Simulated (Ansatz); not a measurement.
Eu, one cell by several methods

```xyz
1
Lattice="-2.1921 2.1921 2.1921 2.1921 -2.1921 2.1921 2.1921 2.1921 -2.1921" Properties=species:S:1:pos:R:3 pbc="T T T"
Eu    0.0000    0.0000    0.0000
```

The conventional cell has a = 4.384 Å, b = 4.384 Å, c = 4.384 Å, α = 90.00°, β = 90.00°, γ = 90.00°. Around Eu (atom 1) lie 8 Eu at 3.80 Å.

The structure comes from a relaxation in the same program, started in the bcc type, and has space group Im-3m. Whether it is a known phase or the ground state wasn't checked.

Where the f shell is localised, expect the real compound to differ from this run without U.

Other magnetic orders may lie lower; this is the state that the run reached.

No spin–orbit coupling, which matters for the heavy atoms here.

All numbers are computed: DFT, PBE, PAW with Ansatz's default frozen-core files, scalar-relativistic (Ansatz 0.2.0); DFT, PBE, all-electron PAW with datasets made for the crystal, scalar-relativistic (Ansatz 0.2.0); DFT, PBE, all-electron LAPW, scalar-relativistic (Ansatz 0.2.0).

For PAW: a Γ-centred 14×14×14 k mesh, Fermi–Dirac smearing of 0.05 eV, cutoff 420 eV, spin-polarised from start moments Eu 7 μB. The crystal-made all-electron datasets (AE datasets) take a cutoff of 260 eV at this cell. LAPW targets a basis error of 1 meV/atom. The Ansatz runs share mesh, smearing and spin set-up. Plane-wave (PAW) pressures include the program's estimate of the Pulay term.

Stress and pressure are positive in compression.

Levels count from the Fermi level.

| quantity | PAW | AE datasets | LAPW |
| --- | --- | --- | --- |
| pressure (GPa) | 0.01 | 0.07 | 0.07 |
| moment of the cell (μB) | 7.266 | 7.262 | 7.262 |
| highest filled spin-up level at P (eV) | -0.421 | -0.422 | -0.422 |
| lowest empty spin-up level at P (eV) | 0.077 | 0.083 | 0.083 |
| highest filled spin-up level at Γ (eV) | -0.362 | -0.365 | -0.365 |
| lowest empty spin-up level at Γ (eV) | 1.829 | 1.841 | 1.841 |

PAW's pressure differs from the LAPW value by -0.06 GPa.
